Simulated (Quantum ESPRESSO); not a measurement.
A calculation with Quantum ESPRESSO 7.5 of NiO (ASE script, structure from a P1 CIF):

File run.py:

```python
import numpy as np
from ase.calculators.espresso import Espresso, EspressoProfile
from ase.io import read

atoms = read('NiO.cif')
atoms.set_initial_magnetic_moments([1.0, 0.0])

input_data = {
    'control': {'calculation': 'scf', 'prefix': 'pwscf', 'outdir': './tmp', 'tprnfor': True, 'tstress': True, 'disk_io': 'nowf'},
    'system': {'ecutwfc': 45.0, 'ecutrho': 360.0, 'nbnd': 22, 'occupations': 'smearing', 'smearing': 'fd', 'degauss': 0.00367493, 'nspin': 2},
    'electrons': {'conv_thr': 4e-10, 'electron_maxstep': 120, 'mixing_beta': 0.3},
}
pseudopotentials = {'O': 'o_pbesol_v1.2.uspp.F.UPF', 'Ni': 'ni_pbesol_v1.4.uspp.F.UPF'}
profile = EspressoProfile(command='mpirun -n 2 pw.x -nk 2', pseudo_dir='pseudo')
dft = Espresso(profile=profile, input_data=input_data, pseudopotentials=pseudopotentials, kpts=(11, 11, 11), koffset=(0, 0, 0))
atoms.calc = dft

print(f'energy {atoms.get_potential_energy():.8f} eV')
print('forces (eV/A)')
print(np.round(atoms.get_forces(), 6))
print('stress (eV/A^3, Voigt)')
print(np.round(atoms.get_stress(), 8))
print(f'Fermi level {dft.get_fermi_level():.4f} eV')
```

Contents of NiO.cif:

```cif
data_NiO
_cell_length_a 2.94991039
_cell_length_b 2.94991039
_cell_length_c 2.94991039
_cell_angle_alpha 60.00000000
_cell_angle_beta 60.00000000
_cell_angle_gamma 60.00000000
_space_group_name_H-M_alt 'P1'
_space_group_name_Hall 'P 1'
_space_group_IT_number 1
loop_
_space_group_symop_operation_xyz
'x,y,z'
loop_
_atom_site_label
_atom_site_type_symbol
_atom_site_symmetry_multiplicity
_atom_site_Wyckoff_symbol
_atom_site_fract_x
_atom_site_fract_y
_atom_site_fract_z
_atom_site_occupancy
Ni1 Ni 1 a 0.0000000000 0.0000000000 0.0000000000 1
O1 O 1 a 0.5000000000 0.5000000000 0.5000000000 1
```

Potentials or basis: GBRV 1.5 PBEsol.

Run with:

```sh
$ OMP_NUM_THREADS=1 python run.py
```

**Question.** Write the same calculation in another form: native input, structure typed inline.

**Answer.** As run:

pw.in

```
&CONTROL
  calculation = 'scf'
  prefix = 'pwscf'
  outdir = './tmp'
  pseudo_dir = './pseudo'
  tprnfor = .true.
  tstress = .true.
  disk_io = 'low'
/
&SYSTEM
  ibrav = 0
  nat = 2
  ntyp = 2
  ecutwfc = 45
  ecutrho = 360
  nbnd = 22
  occupations = 'smearing'
  smearing = 'fd'
  degauss = 0.00367493
  nspin = 2
  starting_magnetization(1) = 0.0556
  starting_magnetization(2) = 0
/
&ELECTRONS
  conv_thr = 4d-10
  electron_maxstep = 120
  mixing_beta = 0.3
/
ATOMIC_SPECIES
Ni    58.6934 ni_pbesol_v1.4.uspp.F.UPF
O     15.9990 o_pbesol_v1.2.uspp.F.UPF
CELL_PARAMETERS angstrom
   0.0000000000    2.0859016414    2.0859016414
   2.0859016414    0.0000000000    2.0859016414
   2.0859016414    2.0859016414    0.0000000000
ATOMIC_POSITIONS crystal
Ni     0.0000000000    0.0000000000    0.0000000000
O      0.5000000000    0.5000000000    0.5000000000
K_POINTS automatic
11 11 11 0 0 0
```

The input pp_density.in:

```
&INPUTPP
  prefix = 'pwscf'
  outdir = './tmp'
  filplot = 'density.dat'
  plot_num = 0
/
&PLOT
  nfile = 1
  filepp(1) = 'density.dat'
  iflag = 3
  output_format = 6
  fileout = 'density.cube'
/
```

The input pp_potential.in:

```
&INPUTPP
  prefix = 'pwscf'
  outdir = './tmp'
  filplot = 'potential.dat'
  plot_num = 11
/
&PLOT
  nfile = 1
  filepp(1) = 'potential.dat'
  iflag = 3
  output_format = 6
  fileout = 'potential.cube'
/
```

The input pp_spin.in:

```
&INPUTPP
  prefix = 'pwscf'
  outdir = './tmp'
  filplot = 'spin.dat'
  plot_num = 6
/
&PLOT
  nfile = 1
  filepp(1) = 'spin.dat'
  iflag = 3
  output_format = 6
  fileout = 'spin.cube'
/
```

Potentials or basis: GBRV 1.5 PBEsol.

Command:

```console
$ OMP_NUM_THREADS=1 mpirun -n 2 pw.x -nk 2 -in pw.in > pw.out
$ OMP_NUM_THREADS=1 mpirun -n 1 pp.x -in pp_density.in > pp_density.out
$ OMP_NUM_THREADS=1 mpirun -n 1 pp.x -in pp_potential.in > pp_potential.out
$ OMP_NUM_THREADS=1 mpirun -n 1 pp.x -in pp_spin.in > pp_spin.out
```

Both were run:

|  | ASE script, structure from a P1 CIF | native input, structure typed inline |
| --- | --- | --- |
| Pressure | -11.5 GPa | -11.5 GPa |
| Band gap on the k mesh | none (metal or under the smearing width) | none (metal or under the smearing width) |
| Net moment | 0.39 μB per cell | 0.39 μB per cell |
| Absolute moment | 0.39 μB per cell | 0.39 μB per cell |
| Site moments | Ni +0.33; O +0.05 μB | Ni +0.33; O +0.05 μB |
| Valence electrons inside the program's atomic spheres | Ni 15.71; O 5.60 | Ni 15.71; O 5.60 |

Keys that steer only the numerical path or the files written may differ.

Caveat: semilocal functionals often make such compounds metallic where correlation or magnetic order opens a gap, which also shifts bond lengths.
